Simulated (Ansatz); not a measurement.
**InP3: do energies and stresses tell the same story?**

Theory: DFT r2SCAN, scalar-relativistic, plane waves, PAW in Ansatz 0.2.0.

Settings: cutoff 500 eV, Γ-centred mesh 6×6×6 on the computed 8-atom cell, Gaussian smearing of 0.10 eV; no spin polarisation.

Relaxed cell: R-3m, a = 7.483 Å, b = 7.483 Å, c = 10.108 Å, α = 90.00°, β = 90.00°, γ = 120.00°, 8 atoms in the primitive cell. Whether it is the stable form of this composition wasn't checked.

Energies at zero smearing and pressures from the stress tensor, at volumes with shape and atoms relaxed:
| V (Å³/atom) | E − E(first) (meV/atom) | P (GPa) |
| --- | --- | --- |
| 17.972 | 0.00 | 9.57 |
| 18.585 | -30.44 | 6.48 |
| 19.198 | -50.09 | 3.90 |
| 19.811 | -60.73 | 1.75 |
| 20.423 | -63.99 | 0.00 |
| 21.036 | -61.10 | -1.48 |
| 21.649 | -53.02 | -2.72 |
| 22.466 | -35.73 | -4.02 |

**Question.** Check P = −dE/dV between neighbouring volumes, and get the bulk modulus from the pressures alone.

**Answer.** With 1 eV/Å³ = 160.2 GPa:
| middle V (Å³/atom) | −ΔE/ΔV (GPa) | mean P (GPa) |
| --- | --- | --- |
| 18.279 | 7.960 | 8.028 |
| 18.892 | 5.138 | 5.190 |
| 19.504 | 2.782 | 2.826 |
| 20.117 | 0.853 | 0.876 |
| 20.730 | -0.754 | -0.742 |
| 21.342 | -2.114 | -2.099 |
| 22.057 | -3.391 | -3.366 |

The two differ by 0.07 GPa at most. The mean of two end pressures misses the average over a step by about ΔV² P″/12, up to 0.05 GPa here; with that taken off 0.02 GPa remains. Around V = 20.423 Å³/atom, the two neighbours give B = −V ΔP/ΔV = 20.423 × 3.23 / 1.225 = 53.9 GPa, against B0 = 53.8 GPa from the Birch–Murnaghan fit of the energies.